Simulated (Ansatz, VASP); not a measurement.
## Two plane-wave programs on Ag

```
Ag
1.0
     5.04782   -2.94863   -0.68836
     5.04782    2.94863   -0.68836
    -2.65745    0.00000    5.18639
Ag
8
Direct
  0.75001 0.75001 0.25000
  0.24999 0.24999 0.75000
  0.25000 0.25000 0.25001
  0.75000 0.75000 0.74999
  0.75000 0.25000 0.24999
  0.75000 0.25000 0.75001
  0.25000 0.75000 0.75001
  0.25000 0.75000 0.24999
```

Alike in both runs: functional PBE; k mesh 4 × 4 × 4; occupations gaussian, width 0.1 eV; no spin polarisation.

Ansatz relaxed the structure, and its values are those at the end. VASP's run is a single point on that final structure, the one shown.

|  | VASP | Ansatz |
| --- | --- | --- |
| version | VASP 6.6.1 | Ansatz 0.2.0 |
| potentials or method | VASP PAW PBE potentials, release 64 (Ag) | scalar-relativistic, plane waves, PAW |
| plane-wave cutoff (eV) | 520 | 420 |
| valence electrons in the cell | 88 | 152 |

VASP gave:

```
gap on the k mesh at the Fermi level (eV) : none
pressure (GPa)                            : -0.2
```

Q: Estimate Ansatz's values.

A: gap on the k mesh at the Fermi level (eV): none; pressure (GPa): 0.0.

A gap of «none» marks a metal or a gap that the smearing closes. The two sets of potentials don't hold the same shells in valence.
